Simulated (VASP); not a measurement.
# Li (P2_13) in VASP: single point with PBEsol+D4

Aim: the single point of Li with PBEsol+D4.

All numbers are computed with VASP 6.6.1; they aren't measurements. Logs are shortened: lines on timing, memory, paths and dates and some standing lists are left out, and cuts for length are marked.

## (1) The crystal as given

The structure is cubic, space group P2_13 (No. 198). Conventional cell: a = 4.454 Å, b = 4.454 Å, c = 4.454 Å, α = 90.00°, β = 90.00°, γ = 90.00°. Li (site symmetry 3) is surrounded by 6 Li at 2.73 Å.

This isn't the form of Li at room conditions, which is bcc.

## (2) Single point, PBEsol+D4

Contents of INCAR:

```
SYSTEM = Li
  PREC = Accurate
  ENCUT = 520
  EDIFF = 1E-6
  ISMEAR = -5
  SIGMA = 0.1
  LREAL = .False.
  LASPH = .True.
  NELM = 100
  ALGO = Normal
  ISIF = 2
  LWAVE = .False.
  LCHARG = .True.
  GGA = PS
  IVDW = 13
  LELF = .True.
  LVHAR = .True.
  NBANDS = 14
```

Contents of KPOINTS:

```
regular mesh
0
Gamma
  7 7 7
  0 0 0
```

Contents of POSCAR:

```
Li
1.0
    4.4544400000      0.0000000000      0.0000000000
    0.0000000000      4.4544400000      0.0000000000
    0.0000000000      0.0000000000      4.4544400000
Li
4
Direct
    0.8745680000      0.1254320000      0.6254320000
    0.3745680000      0.3745680000      0.3745680000
    0.1254320000      0.6254320000      0.8745680000
    0.6254320000      0.8745680000      0.1254320000
```

Potentials or basis: VASP PAW PBE potentials, release 64 (Li_sv).

Command:

```bash
$ cat potpaw_PBE.64/Li_sv/POTCAR > POTCAR
$ mpirun -np 1 vasp_std > vasp.out
```

OUTCAR:

```text
SYSTEM = Li
   PREC = Accurate
   ENCUT = 520
   EDIFF = 1E-6
   ISMEAR = -5
   LREAL = .False.
   LASPH = .True.
   NELM = 100
   ISIF = 2
   GGA = PS
   IVDW = 13

 ion  position               nearest neighbor table
   1  0.875  0.125  0.625-
   2  0.375  0.375  0.375-
   3  0.125  0.625  0.875-
   4  0.625  0.875  0.125-

  LATTYP: Found a simple cubic cell.
 ALAT       =     4.4544400000

  Lattice vectors:

 A1 = (   4.4544400000,   0.0000000000,   0.0000000000)
 A2 = (   0.0000000000,   4.4544400000,   0.0000000000)
 A3 = (   0.0000000000,   0.0000000000,   4.4544400000)

Analysis of symmetry for initial positions (statically):
=====================================================================
 Subroutine PRICEL returns:
 Original cell was already a primitive cell.

 Routine SETGRP: Setting up the symmetry group for a
 simple cubic supercell.

 Subroutine GETGRP returns: Found 12 space group operations
 (whereof  3 operations were pure point group operations)
 out of a pool of 48 trial point group operations.

The static configuration has the point symmetry C_3 .
 The point group associated with its full space group is T   .

Analysis of symmetry for dynamics (positions and initial velocities):
=====================================================================
 Subroutine PRICEL returns:
 Original cell was already a primitive cell.

 Routine SETGRP: Setting up the symmetry group for a
 simple cubic supercell.

 Subroutine GETGRP returns: Found 12 space group operations
 (whereof  3 operations were pure point group operations)
 out of a pool of 48 trial point group operations.

The dynamic configuration has the point symmetry C_3 .
 The point group associated with its full space group is T   .

 Subroutine INISYM returns: Found 12 space group operations
 (whereof  3 operations are pure point group operations),
 and found     1 'primitive' translations

----------------------------------------------------------------------------------------

                                     Primitive cell

  volume of cell :      88.3852

  direct lattice vectors                    reciprocal lattice vectors
     4.454440000  0.000000000  0.000000000     0.224495110  0.000000000  0.000000000
     0.000000000  4.454440000  0.000000000     0.000000000  0.224495110  0.000000000
     0.000000000  0.000000000  4.454440000     0.000000000  0.000000000  0.224495110

[... 101 lines left out ...]
   EMIN   =  10.00;   EMAX   =-10.00  energy-range for DOS
   EFERMI =   0.00;   METHOD = LEGACY
   ISMEAR =    -5;   SIGMA  =   0.10  broadening in eV -4-tet -1-fermi 0-gaus
   EFERMI_NEDOS =   21; number of points for ismear=-14 and -15
   IALGO  =     38    algorithm
   IMIX   =      4    mixing-type and parameters
     AMIX     =   0.40;   BMIX     =  1.00
     AMIX_MAG =   1.60;   BMIX_MAG =  1.00
  volume/ion in A,a.u.               =      22.10       149.11
  Fermi-wavevector in a.u.,A,eV,Ry     =   0.841412  1.590038  9.632577  0.707974
  Thomas-Fermi vector in A             =   1.955952
   LORBIT       =      0    0 simple, 1 ext, 2 COOP (PROOUT), +10 PAW based schemes
   GGA     = PS    functional components
   LHFCALC =     F    Hartree Fock is set to
   AEXX    =    0.0000 exact exchange contribution
   IVDW    =    13    specifies the selected vdW correction
   LEPSILON=     F    determine dielectric tensor
   LRPA    =     F    only Hartree local field effects (RPA)
 non-spin polarized calculation
 Fermi weights with tetrahedron method with Bloechl corrections
  energy-cutoff  :      520.00
  volume of cell :       88.39
 maximum number of plane-waves:      2409
 NGX is ok and might be reduce to    36
   NGX = 17   NGY = 17   NGZ = 17

 number of electron      12.0000026 magnetization

 Free energy of the ion-electron system (eV)
  ---------------------------------------------------
  ext. energy  EPLUGINS =         0.00000000
  ---------------------------------------------------
  free energy    TOTEN  =        -6.82364894 eV

  energy without entropy =       -6.82364894  energy(sigma->0) =       -6.82364894

 E-fermi :   0.6319     XC(G=0):  -6.8048

 val. band max:        0.4485660326   @ k =   0.4286   0.4286   0.1429
 cond. band min:       0.6413151142   @ k =   0.4286   0.4286   0.2857
 fundamental gap:      0.1927490816
 Fermi energy:         0.6318513070

 k-point     1 :       0.0000    0.0000    0.0000
  band No.  band energies     occupation
      1     -46.0908      2.00000
      2     -46.0482      2.00000
      3     -46.0482      2.00000
      4     -46.0482      2.00000
      5      -3.0056      2.00000
      6       2.6889      0.00000
      7       2.6889      0.00000
      8       2.6889      0.00000
      9       2.8640      0.00000
     10       2.8640      0.00000
     11       2.8640      0.00000
     12       8.4567      0.00000
     13       8.4567      0.00000
     14       8.8050      0.00000
[... 377 lines left out ...]
      1     -46.0633      2.00000
      2     -46.0621      2.00000
      3     -46.0552      2.00000
      4     -46.0543      2.00000
      5       0.0196      2.00000
      6       0.4350      2.00000
      7       0.7278      0.00000
      8       0.9434      0.00000
      9       2.4621      0.00000
     10       2.5334      0.00000
     11       2.5484      0.00000
     12       3.1007      0.00000
     13      11.4303      0.00000
     14      11.9007      0.00000

------------------------ aborting loop because EDIFF is reached ----------------------------------------

  DFT-D4 for vdW energy calculation

  Edisp (eV):   -0.04106

  FORCE on cell =-STRESS in cart. coord.  units (eV):
  Direction    XX          YY          ZZ          XY          YZ          ZX
  --------------------------------------------------------------------------------------
  -------------------------------------------------------------------------------------
  Total      -0.14266    -0.14266    -0.14266     0.00000     0.00000     0.00000
  in kB      -2.58607    -2.58607    -2.58607     0.00000     0.00000     0.00000
  external pressure =       -2.59 kB  Pullay stress =        0.00 kB

 VOLUME and BASIS-vectors are now :
 -----------------------------------------------------------------------------
  energy-cutoff  :      520.00
  volume of cell :       88.39
      direct lattice vectors                 reciprocal lattice vectors
     4.454440000  0.000000000  0.000000000     0.224495110  0.000000000  0.000000000
     0.000000000  4.454440000  0.000000000     0.000000000  0.224495110  0.000000000
     0.000000000  0.000000000  4.454440000     0.000000000  0.000000000  0.224495110

 POSITION                                       TOTAL-FORCE (eV/Angst)
 -----------------------------------------------------------------------------------
      3.89571      0.55873      2.78595        -0.002580      0.002580      0.002580
      1.66849      1.66849      1.66849        -0.002580     -0.002580     -0.002580
      0.55873      2.78595      3.89571         0.002580      0.002580     -0.002580
      2.78595      3.89571      0.55873         0.002580     -0.002580      0.002580
 -----------------------------------------------------------------------------------
    total drift:                               -0.000000     -0.000000      0.000000

  FREE ENERGIE OF THE ION-ELECTRON SYSTEM (eV)
  ---------------------------------------------------
  free  energy   TOTEN  =        -6.8647075919 eV

  energy  without entropy=       -6.8647075919  energy(sigma->0) =       -6.86470759
```

OSZICAR:

```text
N       E                     dE             d eps       ncg     rms          rms(c)
DAV:   1     0.503218977510E+02    0.50322E+02   -0.56579E+03   672   0.819E+02
DAV:   2     0.627604779608E+01   -0.44046E+02   -0.42756E+02   768   0.205E+02
DAV:   3    -0.652574537855E+01   -0.12802E+02   -0.12554E+02  1314   0.488E+01
DAV:   4    -0.682488625452E+01   -0.29914E+00   -0.29871E+00   864   0.145E+01
DAV:   5    -0.684065426501E+01   -0.15768E-01   -0.15764E-01  1122   0.230E+00    0.830E-01
DAV:   6    -0.682919410137E+01    0.11460E-01   -0.67889E-03  1102   0.503E-01    0.462E-01
DAV:   7    -0.682346579290E+01    0.57283E-02   -0.11559E-02  1198   0.501E-01    0.870E-02
DAV:   8    -0.682363103444E+01   -0.16524E-03   -0.15005E-03   958   0.258E-01    0.976E-03
DAV:   9    -0.682364946983E+01   -0.18435E-04   -0.39461E-05  1078   0.463E-02    0.360E-03
DAV:  10    -0.682365066962E+01   -0.11998E-05   -0.22219E-06   904   0.100E-02    0.381E-03
DAV:  11    -0.682364873497E+01    0.19346E-05   -0.42995E-07   636   0.584E-03    0.168E-04
DAV:  12    -0.682364893528E+01   -0.20031E-06   -0.81814E-08   576   0.270E-03
   1 F= -.68647076E+01 E0= -.68647076E+01  d E =0.000000E+00
```

Run time: 12 s. Hardware: 1 thread of Intel Xeon 6975P-C (Granite Rapids), shared host; peak memory 0.19 GiB.

Results:

* Free energy: -6.8647 eV
* Largest force: 0.004 eV/Å
* Band gap on the k mesh: none (metal or under the smearing width)
* Dispersion energy per atom: -0.010 eV

Forces on the atoms (eV/Å):
```
Li  -0.003  0.003  0.003
Li  -0.003 -0.003 -0.003
Li   0.003  0.003 -0.003
Li   0.003 -0.003  0.003
```

Caveat: the cutoff is under 1.25 times the usual one of these potentials, so pressure, stress and relaxed cells hold a basis-set (Pulay) error; the PAW data sets were made with another functional, which shifts forces and pressure a little; pairwise dispersion overbinds metals, which lowers pressure and volume; tetrahedron occupations give inexact forces and stress in metals.
